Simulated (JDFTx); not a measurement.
Crystal: Ag.

```xyz
1
Lattice="0.0000 2.0427 2.0427 2.0427 0.0000 2.0427 2.0427 2.0427 0.0000" Properties=species:S:1:pos:R:3 pbc="T T T"
Ag    0.0000    0.0000    0.0000
```

| Property | Result |
| --- | --- |
| Program | JDFTx 1.7.0 (patched build) |
| Task | relaxation of cell and atoms |
| Functional | AM05 |
| Potentials or basis | SG15-PBE-1.2 with smoothed tails |
| Cutoff | 1088 eV |
| Density cutoff | 4354 eV |
| k mesh | 6 × 6 × 6 |
| Occupations | fermi-dirac, width 0.05 eV |
| Spin | no spin polarisation |

At the start: pressure -2.1 GPa; volume 17.05 Å³/atom.

Q: How do energy, volume and symmetry change on relaxing?

A: Over 5 steps the energy falls by 2.2 meV/atom and the volume is 16.72 Å³/atom (-1.9 %); space group Fm-3m (No. 225, to 0.05 Å).

Step by step:
| step | energy change (eV) | largest force (eV/Å) | pressure (GPa) | volume (Å³) |
| --- | --- | --- | --- | --- |
| 1 | 0.0000 | 0.0000 | -2.11 | 17.05 |
| 2 | -0.0007 | 0.0000 | -1.79 | 16.99 |
| 3 | -0.0022 | 0.0000 | 0.03 | 16.72 |
| 4 | -0.0022 | 0.0000 | 0.00 | 16.72 |
| 5 | -0.0022 | 0.0000 | 0.00 | 16.72 |

Final structure:
```
Ag
1.0
     0.00000    2.02966    2.02966
     2.02966    0.00000    2.02966
     2.02966    2.02966    0.00000
Ag
1
Direct
  0.00000 0.00000 0.00000
```

Caveat: the k mesh is coarse (spacing up to 0.44 Å⁻¹), so the values aren't converged; the potentials were made for another functional, which shifts forces and pressure.
